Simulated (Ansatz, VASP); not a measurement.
Ti3Si2 in VASP and in Ansatz

```
CELL_PARAMETERS angstrom
4.54922 0.00000 0.00000
0.00000 4.54922 0.00000
0.00000 0.00000 4.54922
ATOMIC_POSITIONS crystal
Ti 0.50000 0.00000 0.00000
Ti 0.00000 0.50000 0.00000
Ti 0.00000 0.00000 0.50000
Si 0.00000 0.00000 0.00000
Si 0.50000 0.50000 0.50000
```

Alike in both runs: functional PBE; k mesh 8 × 8 × 8; occupations gaussian, width 0.1 eV; no spin polarisation.

Ansatz relaxed the structure, and its values are those at the end. VASP's run is a single point on that final structure, the one shown.

|  | VASP | Ansatz |
| --- | --- | --- |
| version | VASP 6.6.1 | Ansatz 0.2.0 |
| potentials or method | VASP PAW PBE potentials, release 64 (Ti_sv, Si) | scalar-relativistic, plane waves, PAW |
| plane-wave cutoff (eV) | 520 | 420 |
| valence electrons in the cell | 44 | 44 |

|  | VASP | Ansatz | Ansatz less VASP |
| --- | --- | --- | --- |
| gap on the k mesh at the Fermi level (eV) | none | none | - |
| pressure (GPa) | 0.0 | 0.0 | -0.07 |

A gap of «none» marks a metal or a gap that the smearing closes. With one functional, cell and mesh, what is left measures potentials, basis and numerics.
